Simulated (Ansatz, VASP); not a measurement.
Bi in VASP and in Ansatz

File INCAR:

```
SYSTEM = Bi
PREC = Accurate ; ENCUT = 520
EDIFF = 1E-6 ; ISMEAR = -1
SIGMA = 0.05 ; LREAL = .FALSE.
LASPH = .TRUE. ; NELM = 100
ALGO = Normal ; ISIF = 2
LWAVE = .FALSE. ; LCHARG = .TRUE.
GGA = PS ; LELF = .TRUE.
LVHAR = .TRUE. ; NBANDS = 14
```

The input KPOINTS:

```
regular mesh
0
G
  12 12 12
  0 0 0
```

File POSCAR:

```
Bi
1.0
    2.7190128670      0.0000000000      0.0000000000
    0.0000000000      2.7190128670      0.0000000000
    0.0000000000      0.0000000000      2.7190128670
Bi
1
Direct
    0.0000000000      0.0000000000      0.0000000000
```

Input for Ansatz:

```yaml
crystal:
  lattice:
    - [2.719012867, 0.0, 0.0]
    - [0.0, 2.719012867, 0.0]
    - [0.0, 0.0, 2.719012867]
  atoms:
    - { symbol: Bi, position: [0.0, 0.0, 0.0] }
kpoints:
  mp_grid: { grid: [12, 12, 12] }
  band_path:
    path:
      - [0.0, 0.0, 0.0]
      - [0.0, 0.5, 0.0]
      - [0.5, 0.5, 0.0]
      - [0.0, 0.0, 0.0]
      - [0.5, 0.5, 0.5]
      - [0.0, 0.5, 0.0]
      - [0.5, 0.5, 0.5]
      - [0.5, 0.5, 0.0]
    npoints: 8
scf:
  occupations: { method: fermi_dirac, width: 0.05 }
hamiltonian:
  xc: pbesol
  pseudopotentials: { kind: paw }
output:
  forces: true
  stress: true
  eigenvalues: true
  populations: true
  dos: { projected: true, de: 0.2, e_range: [-14, 8] }
```

Change from the starting cell: volume scaled by 0.6, PAW files.

Alike in both runs: task single point; functional PBEsol; k mesh 12 × 12 × 12; occupations fermi-dirac, width 0.05 eV; no spin polarisation.

```csv
,VASP,Ansatz
version,VASP 6.6.1,Ansatz 0.2.0
potentials or method,"VASP PAW PBE potentials, release 64 (Bi_d)","PAW with Ansatz's default frozen-core files, scalar-relativistic"
plane-wave cutoff (eV),520,420
valence electrons in the cell,15,15
```

```csv
,VASP,Ansatz,Ansatz less VASP
pressure (GPa),88.5,88.5,+0.03
```

Caveats: the cell as given lies far from equilibrium; so large a pressure means that the cell lies far from this level's equilibrium, or that cutoff or potentials fall short (VASP); the potentials were made for another functional, which shifts forces and pressure (VASP); spin-orbit coupling is left out, which moves the levels of the heavy elements.
